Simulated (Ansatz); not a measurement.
Three zincblende compounds, relaxed with r2SCAN in Ansatz. Spin-unpolarised throughout; all numbers are computed.

```json
{"compound": "BeSe", "a (Å)": "5.162"}
{"compound": "ZnSe", "a (Å)": "5.665"}
{"compound": "ZnS", "a (Å)": "5.388"}
```

Question: What is the misfit strain of a coherent BeSe film on ZnS?

Answer: ε∥ = (a_sub − a_film)/a_film = (5.388 − 5.162)/5.162 = +4.38 %: the film is in tension in the plane. At this size it stays coherent for a few layers at most.

Question: By Vegard's law, which share x of ZnSe in (BeSe)₁₋ₓ(ZnSe)ₓ matches the substrate?

Answer: (1 − x) × 5.162 + x × 5.665 = 5.388 gives x = (5.388 − 5.162)/(5.665 − 5.162) = 0.449.
